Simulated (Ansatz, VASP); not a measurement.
One calculation of Al, two programs

```
CELL_PARAMETERS angstrom
0.00000 2.03311 2.03311
2.03311 0.00000 2.03311
2.03311 2.03311 0.00000
ATOMIC_POSITIONS crystal
Al 0.00000 0.00000 0.00000
```

Alike in both runs: functional RPBE; k mesh 18 × 18 × 18; occupations gaussian, width 0.1 eV; no spin polarisation.

Ansatz relaxed the structure, and its values are those at the end. VASP's run is a single point on that final structure, the one shown.

|  | VASP | Ansatz |
| --- | --- | --- |
| version | VASP 6.6.1 | Ansatz 0.2.0 |
| potentials or method | VASP PAW PBE potentials, release 64 (Al) | scalar-relativistic, plane waves, PAW |
| plane-wave cutoff (eV) | 520 | 420 |
| valence electrons in the cell | 3 | 3 |

```tsv
	VASP	Ansatz	Ansatz less VASP
gap on the k mesh at the Fermi level (eV)	none	none	-
pressure (GPa)	-0.2	0.0	+0.19
```

A gap of «none» marks a metal or a gap that the smearing closes.

Caveats: the PAW data sets were made with another functional, which shifts forces and pressure a little (VASP).
